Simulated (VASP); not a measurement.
A run of VASP 6.6.1:

INCAR

```
PREC = Accurate ; ENCUT = 600
EDIFF = 1E-6 ; ISMEAR = 1
SIGMA = 0.1 ; LREAL = False
LASPH = True ; NELM = 80
ALGO = Normal ; ISIF = 3
LWAVE = False ; LCHARG = False
GGA = PS ; IBRION = 2
NSW = 90 ; EDIFFG = -0.01
```

KPOINTS

```
Automatic mesh
0
Gamma
  14 14 14
```

The input POSCAR:

```
TaC
1.0
    0.0000000000      2.2230000000      2.2230000000
    2.2230000000      0.0000000000      2.2230000000
    2.2230000000      2.2230000000      0.0000000000
Ta C
1 1
Direct
    0.0000000000      0.0000000000      0.0000000000
    0.5000000000      0.5000000000      0.5000000000
```

Potentials or basis: VASP PAW PBE potentials, release 64 (Ta_pv, C).

Command:

```console
$ cat potpaw_PBE.64/Ta_pv/POTCAR potpaw_PBE.64/C/POTCAR > POTCAR
$ mpirun -np 1 vasp_std > vasp.out
```

Hardware: 1 thread of Intel(R) Xeon(R) Platinum 8259CL CPU @ 2.50GHz (Skylake/Cascade Lake) (shared host).

Task: How long does it take, and how much memory?

Result: Run time: 51 s on 1 thread of Intel(R) Xeon(R) Platinum 8259CL CPU @ 2.50GHz (Skylake/Cascade Lake), on a shared host, peak memory 0.19 GiB. Counts: scf iterations 24, k points 104, ion steps 3.
